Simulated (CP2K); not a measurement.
**PtS2 under changes of volume**

One of the cells (18.261 Å³/atom); the others are scaled copies at fixed shape and fractional positions:

```
Pt S
1.0
     3.54320    0.00000    0.00000
    -1.77160    3.06850    0.00000
     0.00000    0.00000    5.03880
Pt S
1 2
Cartesian
  0.0000 0.0000 0.0000
  1.7716 1.0228 3.8950
  0.0000 2.0457 1.1438
```

- Program: CP2K 2026.2
- Functional: PBEsol
- Potentials or basis: POTENTIAL_UZH Pt GTH-PBE-q18, S GTH-PBE-q6; TZVP-MOLOPT-PBE-GTH basis
- Density cutoff: 6123 eV
- k mesh: 9 × 9 × 5
- Occupations: fermi-dirac, width 0.05 eV
- Spin: no spin polarisation

```csv
volume (Å³/atom),energy over the lowest point (meV/atom),pressure (GPa),gap on the mesh (eV),largest force (eV/Å)
17.165,116.43,20.4,1.02,2.285
17.531,75.25,15.8,1.00,1.888
17.896,44.06,11.6,0.98,1.523
18.261,?,?,?,?
18.626,7.62,4.6,0.94,0.876
18.992,0.59,1.6,0.93,0.590
19.357,0.00,-1.1,0.91,0.326
```

Q: What does the run at 18.261 Å³/atom give?

A: Energy over the lowest point 21.83 meV/atom; pressure 7.9 GPa; gap on the mesh 0.96 eV; largest force 1.187 eV/Å.

Worked out: A Birch-Murnaghan fit of order 3 (a polynomial in V^(-2/3)) to the other rows has its minimum at 19.21 Å³/atom with B0 = V·E''(V) = 140 GPa and B' = 4.6 at fixed shape and positions, which overstates the stiffness. It gives 21.85 meV/atom at 18.261 Å³/atom, against the run's 21.83, and -dE/dV = 7.9 GPa, against 7.9. A straight line through the other rows of the gap, of slope -0.91 eV per unit of ln V, gives 0.96 eV, against the run's 0.96.

Energies are extrapolated to zero smearing.

Caveats: the potentials were made for another functional, which shifts forces and pressure; spin-orbit coupling is left out, which moves the levels of the heavy elements; an odd mesh through Γ misses points on the zone boundary, where band edges often lie; the basis of atomic orbitals isn't converged, which shifts pressures, moduli and gaps.
